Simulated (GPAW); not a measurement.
Ga in GPAW: convergence with convergence criteria

Input of the first run (convergence criteria density=0.001 energy=0.01 eigenstates=0.0001); the others differ in this setting and in those tied to it:

The input run.py:

```python
from ase import Atoms
from ase.dft.bandgap import bandgap
from ase.io import write
from ase.units import GPa
from gpaw import GPAW, PW

atoms = Atoms(['Ga', 'Ga'],
              cell=[[1.45, -4.065, 0.0],
                    [1.45, 4.065, 0.0],
                    [0.0, 0.0, 3.17]],
              scaled_positions=[[0.142651, 0.88362, 0.752161],
                                [0.86304, 0.146187, 0.261977]],
              pbc=True)

calc = GPAW(mode=PW(600),
            xc='PBE',
            kpts={'size': (6, 6, 5), 'gamma': True},
            occupations={'name': 'fermi-dirac', 'width': 0.05},
            nbands=10,
            convergence={'density': 0.001, 'energy': 0.01, 'eigenstates': 0.0001},
            maxiter=100,
            txt='gpaw.txt')
atoms.calc = calc
energy = atoms.get_potential_energy()
forces = atoms.get_forces()
stress = atoms.get_stress()
calc.write('gs.gpw')
write('result.traj', atoms)
print(f'Energy: {energy:.6f} eV')
print('Forces (eV/A):')
print(forces.round(4))
print('Stress (GPa):', (stress / GPa).round(3))
print('Fermi level:', round(calc.get_fermi_level(), 4), 'eV')
print(f'Gap: {bandgap(calc)[0]:.4f} eV, direct: {bandgap(calc, direct=True)[0]:.4f} eV')
```

Potentials or basis: GPAW PAW data sets (gpaw-data 1.2.1), pw.

Command:

```console
$ OMP_NUM_THREADS=1 python run.py
```

The cell isn't the ideal one: atoms moved at random, drawn with an rms of 0.05 Å.

This isn't the form of Ga at room conditions, which is orthorhombic.

Hardware: 1 thread of Arm Neoverse V1 (shared host).

| convergence criteria | energy less the tightest run, at zero smearing (meV/atom) | SCF cycles | CPU time (s) | peak memory (GiB) |
| --- | --- | --- | --- | --- |
| density=0.001 energy=0.01 eigenstates=0.0001 | 0.00 | 6 | 14 | 0.17 |
| default | 0.00 | 7 | 18 | 0.17 |
| density=1e-05 energy=1e-05 | 0.00 | 9 | 20 | 0.17 |
| density=1e-05 forces=0.0001 | 0.00 | 10 | 21 | 0.17 |
| density=1e-06 energy=1e-06 eigenstates=1e-10 | 0.00 | 10 | 24 | 0.17 |

Against the tightest run, the energy stays within 1 meV/atom from density=0.001 energy=0.01 eigenstates=0.0001 on. The tightest run that finished is the yardstick and may itself not be fully converged.

Caveat, for the tightest run too: the k mesh is coarse (spacing up to 0.40 Å⁻¹), so the values aren't converged; the program warned that so skewed a cell can give wrong results.
